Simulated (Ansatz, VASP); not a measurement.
# Te2Mo (2H-MoTe2, 1 layer) in two plane-wave programs

Aim: how closely do two programs agree when they are given the same cell, functional and k mesh? The structure shown is the start of the Ansatz relaxation below; VASP solves that cell, so the two are compared at the walk's first step.

Calculated with Ansatz 0.2.0; plane waves, with VASP 6.6.1 beside it; single point at PBE and single point at PBE with D3(BJ).

### 1. Set-up

The cell holds 3 atoms: 2 Te and 1 Mo. Its edges and angles: a = 3.550 Å, b = 3.550 Å, c = 20.774 Å, α = 90.0°, β = 90.0°, γ = 120.0°. Vacuum lies along c.

### 2. Ansatz: relaxation, PBE

Ansatz runs on its default PAW (the set named soft_2) files.

The two programs are compared at the cell with which this relaxation starts, whose forces are those of its first step.

Input file input.yaml:

```yaml
crystal:
  lattice:
    - [3.55, 0.0, 0.0]
    - [-1.775, 3.0743901834, 0.0]
    - [0.0, 0.0, 20.7741026306]
  atoms:
    - { symbol: Te, position: [0.3333333333, 0.6666666667, 0.4091632814] }
    - { symbol: Mo, position: [0.0, 0.0, 0.5] }
    - { symbol: Te, position: [0.3333333333, 0.6666666667, 0.5908367186] }
kpoints:
  mp_grid: { grid: [12, 12, 1] }
hamiltonian:
  xc: pbe
scf:
  occupations: { method: fermi_dirac, width: 0.05 }
  convergence: { dr2_threshold: 1.0e-08 }
efield:
  axis: 3
  dipole_correction: true
  ramp_position: 0.97
  ramp_width: 0.04
relax:
  f_tol: 0.01
  cell: { fix: [c, alpha, beta] }
output:
  write_potential: true
  write_density: true
  volumetric_format: npy
```

Started as:

```console
$ ansatz run input.yaml --threads 4 --pin off --max-ram 16384MiB --backend cpu --events-out ev --progress --plain --runs-dir out
```

Numbers of over 12 decimals in the logs are rounded to 6 here.

Output:

```text
Warning: relax.cell: scf.convergence.dr2_threshold = 1e-8 eV is looser than the 3e-10 eV advised for a relaxation that steers and ends on the stress (1e-10 eV for each atom of the cell: 3). What an SCF threshold leaves in a stress goes as its square root, and in the free energy as the threshold itself, and one threshold admits the most on a small cell: [figures from the program's tests cut] Set scf.convergence.dr2_threshold to 3e-10 eV or tighter. The threshold is an SCF's pass mark: one that does not reach it within its budget of iterations ends unconverged, or closes short of it on a stop that the run arms, and scf.convergence.dr2_threshold's page says what that costs each kind of run
Engine: ansatz 0.2.0, aarch64-unknown-linux-gnu
Pseudopotentials: kind: paw
Pseudopotential: Te, paw, valence charge 16, recommended cutoff 420 eV (normal), Te.paw.azcp
Pseudopotential: Mo, paw, valence charge 14, recommended cutoff 420 eV (normal), Mo.paw.azcp
Functional definition: PBE
  parameter kappa = 0.804
  parameter beta = 0.066725
  exchange = pbe_x(kappa = kappa, mu = beta*pi^2/3)
  correlation = pbe_c(beta = beta)
Crystal: 3 atoms, lattice volume = 226.730 Å³
Basis set: ecut = 420 eV, 4359 PW (Γ), exchange–correlation on 48×48×288 points (8 copies of the dense FFT grid, shifted against one another)
Bands: 28, of which v1, the nominal top of the filled ones, is band 23 counted from 1 (22 counted from 0)
Symmetry: 6 space group operations
k-points: 19 of 144 (time reversal used)
Non-local potential: Te, projectors of the file, l = 0: 2, l = 1: 2, l = 2: 2, l = 3: 2
Non-local potential: Mo, projectors of the file, l = 0: 3, l = 1: 2, l = 2: 2, l = 3: 1
PAW form: soft (Blöchl's): semilocal exchange-correlation on the pseudo side does not see the compensation charge
PAW one-centre angular grid: Te, 590 points (default); XC on 64 Gauss nodes
PAW one-centre angular grid: Mo, 590 points (default); XC on 64 Gauss nodes
Initial density: superposition of atomic densities (neutral atoms: chi_scale 0, normalization atom), corrected by the library's trained network
Initial wavefunctions: pseudopotential atomic-orbital guess
Functional: x = pbe(κ = 0.804, μ = 0.219515), c = pbe(β = 0.066725)
SCF iter   1: F=—  HF=-18916.648840 eV  |F-HF|=—  |Δ(HF+E_count)|=         —  Δρ=2.82e-3  dr2=8.72e-3  ethr=1.77e-3  p=0.000 e·Å  D=8.36e-5 V/Å  ΔV_dip=-0.00 eV  dr2_dipole=1.75e-7  V_vac-E_F(+/−)=4.33/4.33 eV  ⟨swp⟩=9.1  Hψ=2658  notcnv=0
efield: sawtooth ramp at fractional position 0.9700 (set: `efield.ramp_position`, or a place that a band, a saddle search or an elastic batch's reference lends), width 0.0400; the density the first Hamiltonian is built on has a dipole p = 0.000 e·Å; the dipole correction subtracts the counter field D = 8.36e-5 V/Å, which shifts the + side's vacuum level by -0.00 eV against the − side's; the planar-averaged density in the ramp window peaks in size at 1.9e-5 e/Å³
preconditioner: auto → Resta (q_TF=auto, 2.091 Å⁻¹)  ε∞=3.3  [insulator: Δε(μ)=1.089 eV  Ē_g=6.963 eV  σ=0.050 eV  W_gap=1.00  n_scr=30 (ndim 8)  ℏωp=10.5 eV  f_vac=0.634  D(μ)=0.00/eV (n_scr^D=0)  ε∞_Penn≈3.3  vacuum switching on, ρ_ref=3.5e-3 e/Å³]
SCF iter   2: F=—  HF=-18916.653450 eV  |F-HF|=—  |Δ(HF+E_count)|=   4.61e-3  Δρ=1.63e-3  dr2=5.91e-3  ethr=1.89e-5  p=-0.000 e·Å  D=-2.59e-5 V/Å  ΔV_dip=0.00 eV  dr2_dipole=4.08e-7  V_vac-E_F(+/−)=4.33/4.33 eV  ⟨swp⟩=2.4  Hψ=1146  notcnv=0  defer=3
SCF iter   3: F=—  HF=-18916.655739 eV  |F-HF|=—  |Δ(HF+E_count)|=   2.29e-3  Δρ=1.31e-3  dr2=9.90e-3  ethr=1.28e-5  p=0.000 e·Å  D=9.58e-5 V/Å  ΔV_dip=-0.00 eV  dr2_dipole=1.06e-6  V_vac-E_F(+/−)=4.23/4.23 eV  ⟨swp⟩=2.2  Hψ=721  notcnv=0  defer=3
SCF iter   4: F=—  HF=-18916.655404 eV  |F-HF|=—  |Δ(HF+E_count)|=   3.35e-4  Δρ=1.63e-4  dr2=5.25e-5  ethr=1.28e-5  p=-0.000 e·Å  D=-7.12e-6 V/Å  ΔV_dip=0.00 eV  dr2_dipole=4.81e-11  V_vac-E_F(+/−)=4.24/4.24 eV  ⟨swp⟩=2.3  Hψ=633  notcnv=0  defer=3
SCF iter   5: F=—  HF=-18916.655421 eV  |F-HF|=—  |Δ(HF+E_count)|=   1.68e-5  Δρ=5.23e-5  dr2=7.74e-6  ethr=1.14e-7  p=-0.000 e·Å  D=-1.10e-5 V/Å  ΔV_dip=0.00 eV  dr2_dipole=7.99e-9  V_vac-E_F(+/−)=4.23/4.23 eV  ⟨swp⟩=2.7  Hψ=804  notcnv=0  defer=3
SCF iter   6: F=—  HF=-18916.655489 eV  |F-HF|=—  |Δ(HF+E_count)|=   6.89e-5  Δρ=1.81e-5  dr2=1.38e-6  ethr=1.68e-8  p=0.000 e·Å  D=1.78e-5 V/Å  ΔV_dip=-0.00 eV  dr2_dipole=5.92e-8  V_vac-E_F(+/−)=4.23/4.23 eV  ⟨swp⟩=2.0  Hψ=657  notcnv=0  defer=3
[...]
SCF iter   5: F=-18916.729416 eV  HF=-18916.729416 eV  |F-HF|=1.89e-9  |Δ(HF+E_count)|=   1.74e-9  Δρ=7.30e-7  dr2=1.74e-9  ethr=2.17e-11  p=0.000 e·Å  D=1.24e-6 V/Å  ΔV_dip=-0.00 eV  dr2_dipole=2.53e-11  V_vac-E_F(+/−)=4.33/4.33 eV  ⟨swp⟩=9.3  Hψ=3289  notcnv=0
SCF 5 converged in 5 iterations: F = -18916.729416 eV  dr2 = 1.74e-9
relax step   5: F+E_penalty+E_count = -18916.72941562 eV  Δ(F+E_penalty+E_count) = -2.473e-5 eV  max|allowed force component| = 3.184e-4 eV/Å  Δτ_max = 0.0014 Å  P = -0.001 GPa  Ω = 227.362 Å³  energy of the carried Pulay correction = -3.913e-5 eV  fix = [c, alpha, beta]  reactions: c -0.001 GPa  (5 SCF iters, accepted)
Initial wavefunctions: pseudopotential atomic-orbital guess (no wavefunctions were taken with the density)
iter 1 solved again at ethr=2.14e-7 eV; its pass at ethr=3.10e-3 eV (dr2=9.85e-5 eV) is discarded
SCF iter   1: F=—  HF=-18916.728694 eV  |F-HF|=—  |Δ(HF+E_count)|=         —  Δρ=4.39e-5  dr2=9.34e-8  ethr=2.14e-7  p=0.000 e·Å  D=1.24e-6 V/Å  ΔV_dip=-0.00 eV  dr2_dipole=2.73e-11  V_vac-E_F(+/−)=4.33/4.33 eV  ⟨swp⟩=4.1  Hψ=4333  notcnv=0
efield: sawtooth ramp at fractional position 0.9700 (set: `efield.ramp_position`, or a place that a band, a saddle search or an elastic batch's reference lends), width 0.0400; the density the first Hamiltonian is built on has a dipole p = 0.000 e·Å; the dipole correction subtracts the counter field D = 1.24e-6 V/Å, which shifts the + side's vacuum level by -0.00 eV against the − side's; the planar-averaged density in the ramp window peaks in size at 4.5e-6 e/Å³
preconditioner: auto → Resta (q_TF=auto, 2.090 Å⁻¹)  ε∞=3.1  [insulator: Δε(μ)=1.078 eV  Ē_g=7.154 eV  σ=0.050 eV  W_gap=1.00  n_scr=30 (ndim 8)  ℏωp=10.4 eV  f_vac=0.641  D(μ)=0.00/eV (n_scr^D=0)  ε∞_Penn≈3.1  vacuum switching on, ρ_ref=3.7e-3 e/Å³]
SCF iter   2: F=—  HF=-18916.729205 eV  |F-HF|=—  |Δ(HF+E_count)|=   5.12e-4  Δρ=2.20e-5  dr2=2.62e-8  ethr=2.03e-10  p=0.000 e·Å  D=2.31e-6 V/Å  ΔV_dip=-0.00 eV  dr2_dipole=3.95e-11  V_vac-E_F(+/−)=4.33/4.33 eV  ⟨swp⟩=4.1  Hψ=1436  notcnv=0
SCF iter   3: F=—  HF=-18916.729452 eV  |F-HF|=—  |Δ(HF+E_count)|=   2.46e-4  Δρ=1.41e-6  dr2=1.06e-8  ethr=2.17e-11  p=-0.000 e·Å  D=-1.54e-6 V/Å  ΔV_dip=0.00 eV  dr2_dipole=1.24e-9  V_vac-E_F(+/−)=4.33/4.33 eV  ⟨swp⟩=15.3  Hψ=4054  notcnv=0
SCF iter   4: F=-18916.729455 eV  HF=-18916.729455 eV  |F-HF|=3.50e-7  |Δ(HF+E_count)|=   2.97e-6  Δρ=7.82e-7  dr2=4.55e-9  ethr=2.17e-11  p=0.000 e·Å  D=4.10e-6 V/Å  ΔV_dip=-0.00 eV  dr2_dipole=6.97e-10  V_vac-E_F(+/−)=4.33/4.33 eV  ⟨swp⟩=11.7  Hψ=3166  notcnv=0
SCF 6 converged in 4 iterations: F = -18916.729455 eV  dr2 = 4.55e-9
relax step   6: F+E_penalty+E_count = -18916.72945499 eV  Δ(F+E_penalty+E_count) = -3.937e-5 eV  max|allowed force component| = 3.394e-4 eV/Å  Δτ_max = 0.0000 Å  P = -0.000 GPa  Ω = 227.362 Å³  fix = [c, alpha, beta]  reactions: c -0.001 GPa  stress off target by 2.79e-4 GPa on what of the cell is left free  SCF on the basis re-selected at this cell (its energy is not comparable with the rows above)  (4 SCF iters)
basis re-selected at this cell: Δ(F+E_penalty+E_count) = -3.937e-5 eV, ΔP = +0.000 GPa vs the last step (what re-selecting the basis moved, of the pressure what is left beyond the Pulay correction that the steps carried, after the strain that the cell walked since its last selection, with what the two solves' SCF thresholds leave and, on support functions, any second-order correction that the steps lacked; it is no m [...]
WARN: The input density's exchange-correlation potential varies sharply where the density is thin. Do not read a vacuum level from v_tot or v_xc, or from such a field of the output density. On a cell that repeats whose density bears no net charge and no dipole along the vacuum's axis use v_es (v_loc + v_h of the components); under efield.dipole_correction with no amplitude use v_es + v_field, which holds any external [...]
SCF converged after 4 iterations
Free energy (F): -18916.729455 eV
Harris-Foulkes:  -18916.729455 eV  (|F-HF|=3.50e-7)
Internal energy: -18916.729454 eV  (E = F + TS)
E sigma→0 (E₀):  -18916.729454 eV
Entropy (-TS):   -0.000001 eV (-0.000 meV/atom)
Fermi energy:    1.338940 eV
Dipole field:    D = -0.000029 V/Å  (p = -0.000037 e·Å, saw-weighted, corrected)
Work function:   Φ+ = 4.3269 eV   Φ− = 4.3263 eV
Levels:          The Fermi level and band energies are counted from a zero that moves with the ramp; work functions are not
--- Per-component energies (eV) ---
  E_band       = -1099.741465
  E_kinetic    = 802.729371
  E_local      = -35852.378398  (includes V_loc(G=0)·N_el)
  E_nonlocal   = -476.425735
  E_hartree    = 17884.336157
  E_xc         = -431.953734
  E_vxc        = -437.156394  (∫ρ·V_xc dr)
  E_paw        = -12526.919749  (= ΣΔE_a)
  E_vpaw       = -905.179879  (= ΣTr[D̂ρ^β])
  E_aug_tail   = -0.000322  (compensation charges beyond the density's cutoff)
  E_efield     = 0.000000  (sawtooth field / dipole correction)
  E_vefield    = 0.000279  (∫n·V_field dr)
  E_ewald      = 11683.882957
  E_smearing   = -0.000001  (= −TS)
  E_closure    = 0.000000  (closes the sum)
  Σ components = -18916.729455   (vs F -18916.729455, Δ=0.00e0)
--- Forces (eV/Å), atoms counted from 1 ---
  atom   1  Te     0.00000000    -0.00000000     0.00033064
  atom   2  Mo     0.00000000     0.00000000     0.00001450
  atom   3  Te     0.00000000    -0.00000000    -0.00033654
  max |Σ_I F_I| component: 8.60e-6 eV/Å
--- Stress (GPa, compression-positive) ---
       -0.000279       0.000000       0.000000
        0.000000      -0.000279      -0.000000
        0.000000      -0.000000      -0.000916
  P = ⅓ Tr σ = -0.0005 GPa (-0.005 kbar)
--- Band table (eV; the first three rows and the last of 19) ---
  k-point 0: bands = [... 19 lower, -0.8408, -0.0745, -0.0745, 0.3457, 3.8359, 3.8359, 4.1061, 4.1061, ... 1 higher]
  k-point 1: bands = [... 19 lower, -0.7639, -0.1999, 0.0137, 0.3365, 3.4497, 3.5651, 3.9044, 3.9174, ... 1 higher]
  k-point 2: bands = [... 19 lower, -0.5460, -0.5079, -0.0240, 0.2543, 2.7436, 2.9542, 3.4376, 4.0958, ... 1 higher]
  k-point 18: bands = [... 19 lower, -2.1148, -2.1103, -0.9265, 0.7966, 1.8747, 2.6760, 3.2937, 4.7990, ... 1 higher]
--- Relaxed structure (5 steps of the walk, 4 accepted, 1 SCFs on fresh bases) ---
  F+E_penalty+E_count = -18916.72945499 eV   max|allowed force component| = 3.394e-4 eV/Å   (the final SCF, on the basis selected at the relaxed cell)
  cell:  # Å, volume = 227.3622 Å³
    - [3.554943, 0, 0]
    - [-1.777472, 3.078671, 0]
    - [0, 0, 20.7741026306]
  atoms:
    - { symbol: Te, position: [0.333333, 0.666667, 0.412969] }
    - { symbol: Mo, position: [0, -2.8783559898885975e-17, 0.500000] }
    - { symbol: Te, position: [0.333333, 0.666667, 0.587031] }
```

In the SCF lines HF is the Harris–Foulkes energy and dr2 the Hartree energy of the density residual, in eV; the loop may stop once dr2 is under the threshold and the program's other checks hold. Hψ counts applications of the Hamiltonian.

### 3. VASP: single point, PBE, start cell

The same cell, functional, mesh and smearing now go to VASP, with its own data sets.

Lines of VASP's logs that name or quote its potential files are left out, and so is its time.

Input file INCAR:

```
SYSTEM = Te2Mo
PREC = Accurate
ENCUT = 400
EDIFF = 1E-06
NELM = 120
ISMEAR = -1
SIGMA = 0.05
LREAL = .FALSE.
ALGO = Normal
GGA = PE
NBANDS = 19
LASPH = .TRUE.
LORBIT = 11
LWAVE = .FALSE.
LCHARG = .FALSE.
ISIF = 2
LDIPOL = .TRUE.
IDIPOL = 3
DIPOL = 0.5 0.5 0.5
LVHAR = .TRUE.
GGA_COMPAT = .FALSE.
EFERMI = MIDGAP
NELMDL = -8
KPAR = 2
```

Input file POSCAR:

```
Te2Mo
1.0
    3.5500000000      0.0000000000      0.0000000000
   -1.7750000000      3.0743900000      0.0000000000
    0.0000000000      0.0000000000     20.7741030000
Te Mo
2 1
Direct
    0.3333332791      0.6666665582      0.4091632741
    0.3333332791      0.6666665582      0.5908367259
    0.0000000000      0.0000000000      0.4999999759
```

Input file KPOINTS:

```
Automatic mesh
0
Gamma
12 12 1
0 0 0
```

The projector-augmented-wave data sets are Te and Mo_sv (PBE family, release 64).

Started as:

```console
$ mpirun -np 2 vasp_std
```

Output:

```text
[banner, memory and clock lines left out]
running    2 mpi-ranks, on    1 nodes
 distrk:  each k-point on    1 cores,    2 groups
 distr:  one band on    1 cores,    1 groups

 POSCAR found type information on POSCAR TeMo
 POSCAR found :  2 types and       3 ions
 LDA part: xc-table for (Slater+PW92), standard interpolation
 POSCAR, INCAR and KPOINTS ok, starting setup
 FFT: planning ... GRIDC
 FFT: planning ... GRID_SOFT
 FFT: planning ... GRID
 WAVECAR not read
 entering main loop
       N       E                     dE             d eps       ncg     rms          rms(c)
DAV:   1     0.106984210925E+03    0.10698E+03   -0.11671E+04  1026   0.855E+02
DAV:   2    -0.112707066396E+02   -0.11825E+03   -0.11591E+03  1003   0.186E+02
DAV:   3    -0.185286638823E+02   -0.72580E+01   -0.71964E+01   971   0.402E+01
DAV:   4    -0.186976247637E+02   -0.16896E+00   -0.16873E+00  1043   0.619E+00
DAV:   5    -0.186993683793E+02   -0.17436E-02   -0.17435E-02   958   0.689E-01
DAV:   6    -0.186994210564E+02   -0.52677E-04   -0.52677E-04  1059   0.943E-02
DAV:   7    -0.186994215736E+02   -0.51725E-06   -0.51719E-06   969   0.929E-03
DAV:   8    -0.186994215850E+02   -0.11399E-07   -0.11425E-07   753   0.126E-03    0.134E+01
DAV:   9    -0.183445963296E+02    0.35483E+00   -0.63333E+00   739   0.134E+01    0.607E+00
DAV:  10    -0.182878096988E+02    0.56787E-01   -0.66826E+00   755   0.118E+01    0.456E+00
DAV:  11    -0.179556650195E+02    0.33214E+00   -0.15781E+00   743   0.621E+00    0.132E+00
DAV:  12    -0.179577137768E+02   -0.20488E-02   -0.12749E-01   880   0.189E+00    0.801E-01
DAV:  13    -0.179506433547E+02    0.70704E-02   -0.31639E-02   821   0.990E-01    0.229E-01
DAV:  14    -0.179502422217E+02    0.40113E-03   -0.12610E-03   961   0.211E-01    0.872E-02
[...]
DAV:  18    -0.179504350901E+02   -0.16016E-03   -0.53935E-05   882   0.371E-02    0.712E-03
DAV:  19    -0.179504973091E+02   -0.62219E-04   -0.95705E-06   913   0.151E-02    0.662E-03
DAV:  20    -0.179505477846E+02   -0.50475E-04   -0.31324E-06   711   0.712E-03    0.270E-03
DAV:  21    -0.179505637663E+02   -0.15982E-04   -0.89128E-07   712   0.245E-03    0.125E-03
DAV:  22    -0.179505667259E+02   -0.29596E-05   -0.14335E-07   669   0.107E-03    0.697E-04
DAV:  23    -0.179505694964E+02   -0.27705E-05   -0.34073E-07   716   0.128E-03    0.474E-04
DAV:  24    -0.179505734205E+02   -0.39241E-05   -0.11487E-07   596   0.106E-03    0.269E-04
DAV:  25    -0.179505737092E+02   -0.28869E-06   -0.40763E-09   484   0.269E-04
   1 F= -.17950574E+02 E0= -.17950572E+02  d E =-.274522E-05
```

OUTCAR, selected parts (step 3):

```text
ion  position               nearest neighbor table
   1  0.333  0.667  0.409-   3 2.79   3 2.79   3 2.79
   2  0.333  0.667  0.591-   3 2.79   3 2.79   3 2.79
   3  0.000  0.000  0.500-   1 2.79   1 2.79   1 2.79   2 2.79   2 2.79   2 2.79

  LATTYP: Found a hexagonal cell.
 ALAT       =     3.5500000000
 C/A-ratio  =     5.8518600000

 Subroutine GETGRP returns: Found 12 space group operations
 (whereof 12 operations were pure point group operations)

The static configuration has the point symmetry D_3h.

 Found     19 irreducible k-points:

   k-points           NKPTS =     19   k-points in BZ     NKDIM =     19   number of bands    NBANDS=     19

   dimension x,y,z NGX =    24 NGY =   24 NGZ =  140
   dimension x,y,z NGXF=    48 NGYF=   48 NGZF=  280

   ENCUT  =  400.0 eV  29.40 Ry    5.42 a.u.   5.79  5.79 33.88*2*pi/ulx,y,z

   NELECT =      26.0000    total number of electrons

 k-points in reciprocal lattice and weights: Automatic mesh
   0.00000000  0.00000000  0.00000000       0.007
   0.08333333  0.00000000  0.00000000       0.042
   0.16666667  0.00000000  0.00000000       0.042
   0.25000000  0.00000000  0.00000000       0.042
   0.33333333  0.00000000  0.00000000       0.042
   0.41666667  0.00000000  0.00000000       0.042
   0.50000000  0.00000000  0.00000000       0.021
   0.08333333  0.08333333  0.00000000       0.042
   0.16666667  0.08333333  0.00000000       0.083
[...]
0.33333333  0.25000000  0.00000000       0.083
   0.33333333  0.33333333  0.00000000       0.014

 dipolmoment           0.000000      0.000000      0.000006 electrons x Angstroem

 average (electrostatic) potential at core
       1 -94.7150       2 -94.7149       3 -82.0820

 E-fermi :  -0.0033

 k-point     1 :       0.0000    0.0000    0.0000
  band No.  band energies     occupation
    ...
      9      -1.9175      2.00000
     10      -1.9175      2.00000
     11      -1.2353      2.00000
     12      -1.2353      2.00000
     13      -1.1561      2.00000
     14       2.4333      0.00000
     15       2.4333      0.00000
     16       2.6193      0.00000
     17       2.6193      0.00000
     18       3.4808      0.00000
    ...

 k-point     2 :       0.0833    0.0000    0.0000
  band No.  band energies     occupation
    ...
      9      -2.1332      2.00000
     10      -1.8422      2.00000
     11      -1.3577      2.00000
     12      -1.2320      2.00000
     13      -1.1501      2.00000
     14       2.0261      0.00000
     15       2.0645      0.00000
     16       2.4269      0.00000
     17       2.4955      0.00000
     18       3.6523      0.00000
    ...

 k-point     3 :       0.1667    0.0000    0.0000
  band No.  band energies     occupation
    ...
      9      -2.7269      2.00000
     10      -1.6597      2.00000
     11      -1.6304      2.00000
     12      -1.4129      2.00000
     13      -1.1852      2.00000
     14       1.2238      0.00000
     15       1.4963      0.00000
     16       1.9823      0.00000
     17       2.6257      0.00000
     18       3.9667      0.00000
    ...

  Total       -1.2171526     -1.2171524     -3.5516437      0.0000000      0.0000000      0.0000000
  in kB       -8.6009419     -8.6009409    -25.0974953      0.0000000      0.0000000      0.0000000
  external PRESSURE =     -14.0997927 kB  Pullay stress =       0.0000000 kB

  energy-cutoff  :      400.00
  volume of cell :      226.73
      direct lattice vectors                 reciprocal lattice vectors
     3.550000000  0.000000000  0.000000000     0.281690141  0.162633888  0.000000000
    -1.775000000  3.074390000  0.000000000     0.000000000  0.325267777  0.000000000
     0.000000000  0.000000000 20.774103000     0.000000000  0.000000000  0.048136856

 POSITION                                       TOTAL-FORCE (eV/Angst)
 -----------------------------------------------------------------------------------
      0.00000      2.04959      8.50000        -0.000000     -0.000000      0.912531
      0.00000      2.04959     12.27410         0.000000      0.000000     -0.912531
      0.00000      0.00000     10.38705         0.000000     -0.000000      0.000000
 -----------------------------------------------------------------------------------
    total drift:                                0.000000      0.000175      0.001513

  FREE ENERGIE OF THE ION-ELECTRON SYSTEM (eV)
  ---------------------------------------------------
  free  energy   TOTEN  =       -17.9505737092 eV

  energy  without entropy=      -17.9505709640  energy(sigma->0) =      -17.95057234

 vacuum level on the upper side and lower side of the slab         4.233         4.232

 total charge
# of ion       s       p       d       tot
------------------------------------------
    1        1.385   1.950   0.052   3.387
    2        1.385   1.950   0.052   3.387
    3        2.238   6.126   3.890  12.254
--------------------------------------------------
tot          5.007  10.026   3.994  19.027

[... 3 further parts left out ...]
```

This run has no spin polarisation, so a moment on Mo, if there is one, isn't seen.

(Part 1 of 2 ends here.)

[Lines on the potential files, build, host, timing and source positions are cut from VASP's logs without a mark.]

[Logs are printed without paths, hosts, clocks, repeated set-up lines and the standing remarks that a program may print on its own settings, such as how far it seeks lower states.]

[Hosts, paths, dates, database ids (printed as entryN), source tags and the programs' standing remarks are cut or masked in the printed files.]
